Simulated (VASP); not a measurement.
# Mg8O9 (a cell with a defect): molecular dynamics with PBE+D3(BJ)

Crystal: Mg8O9 (a cell with a defect).

```xyz
17
Lattice="0.0000 3.9070 3.9070 3.9070 0.0000 3.9070 3.9070 3.9070 0.0000" Properties=species:S:1:pos:R:3 pbc="T T T"
Mg    0.0188    0.0559   -0.0575
Mg    2.0104    1.9778   -0.2267
Mg    2.0110   -0.1107    1.8642
Mg    3.8736    2.0114    1.8936
Mg    0.1512    2.0118    1.8929
Mg    2.0114    4.1294    1.9275
Mg    2.0091    2.0381    4.0139
Mg    4.0030    3.9633    3.8492
O     2.0133    1.5341    2.3691
O     3.9652    3.9654    1.8963
O     3.9629    2.0093    3.8475
O     5.9169    3.9633    3.8481
O     2.0104    3.9621    3.8492
O     3.9636    5.9164    3.8477
O     3.9642    3.9644    5.8027
O     5.9143    5.9169    5.8007
O     2.0143    2.4878    1.4156
```

| Property | Result |
| --- | --- |
| Program | VASP 6.6.1 |
| Task | molecular dynamics |
| Functional | PBE |
| Dispersion | D3(BJ) |
| Potentials or basis | VASP PAW PBE potentials, release 64 (Mg, O) |
| Cutoff | 520 eV |
| k mesh | 2 × 2 × 2 |
| Occupations | fermi-dirac, width 0.05 eV |
| Spin | collinear spin, zero start |
| Starting moments | [0.0, 0.0, 0.0, 0.0, 0.0, 0.0, 0.0, 0.0, 0.0, 0.0, 0.0, 0.0, 0.0, 0.0, 0.0, 0.0, 0.0] μB |
| Dipole correction | no |
| Further INCAR settings | LREAL = Auto; ALGO = Normal; EDIFF = 1e-05; NBANDS = 53; ISYM = 0; IBRION = 0; POTIM = 1.0; NSW = 40 |

- Valence electrons inside the program's atomic spheres: Mg 0.61, 0.78, 0.73, 0.62, 0.81, 0.56; O 5.23, 5.24, 5.27, 5.26, 5.36, 5.28, 5.30, 5.17
- Dispersion energy per atom: -0.369 eV

Step by step:
```tsv
step	potential energy change (eV)	largest force (eV/Å)	pressure (GPa)	volume (Å³)	temperature (K)
1	0.0000	0.2045	88.32	119.28	1500
2	0.0430	0.8920	88.45	119.28	1479
3	0.1693	1.8578	88.81	119.28	1419
4	0.3642	2.6631	89.27	119.28	1328
5	0.6074	3.2782	89.92	119.28	1217
6	0.8763	3.6962	90.64	119.28	1098
7	1.1499	3.9088	91.28	119.28	982
8	1.4104	3.9305	91.94	119.28	879
9	1.6451	3.8383	92.51	119.28	794
10	1.8471	3.8444	92.96	119.28	731
11	2.0145	4.0172	93.36	119.28	692
12	2.1501	4.1192	93.64	119.28	675
13	2.2593	4.1434	93.85	119.28	679
14	2.3487	4.0896	94.02	119.28	704
15	2.4235	3.9576	94.15	119.28	750
16	2.4852	4.7301	94.21	119.28	817
17	2.5318	5.7098	94.23	119.28	912
18	2.5587	6.3845	94.18	119.28	1040
19	2.5650	6.6113	94.06	119.28	1208
20	2.5592	6.3264	93.90	119.28	1416
21	2.5629	5.5800	93.71	119.28	1657
22	2.6078	5.8611	93.62	119.28	1911
23	2.7279	6.4017	93.69	119.28	2155
24	2.9481	6.8661	94.00	119.28	2360
25	3.2779	7.2258	94.56	119.28	2502
26	3.7089	7.4402	95.36	119.28	2567
27	4.2167	7.4721	96.32	119.28	2552
28	4.7657	7.2937	97.37	119.28	2470
29	5.3160	6.9625	98.44	119.28	2341
30	5.8289	6.9768	99.40	119.28	2189
31	6.2722	6.7961	100.20	119.28	2041
32	6.6241	7.3130	100.77	119.28	1914
33	6.8737	7.6822	101.08	119.28	1820
34	7.0213	7.8118	101.18	119.28	1765
35	7.0773	7.7250	100.95	119.28	1746
36	7.0592	7.6992	100.66	119.28	1754
37	6.9883	7.4821	100.25	119.28	1781
38	6.8860	7.1185	99.75	119.28	1814
39	6.7707	6.6592	99.33	119.28	1843
40	6.6559	6.1706	98.89	119.28	1862
```

Run time: 72 min on 1 thread of Intel(R) Xeon(R) Platinum 8259CL CPU @ 2.50GHz (Skylake/Cascade Lake), with other jobs on the host, peak memory 0.5 GiB.

Caveat: the k mesh is coarse (spacing up to 0.70 Å⁻¹), so the values aren't converged.
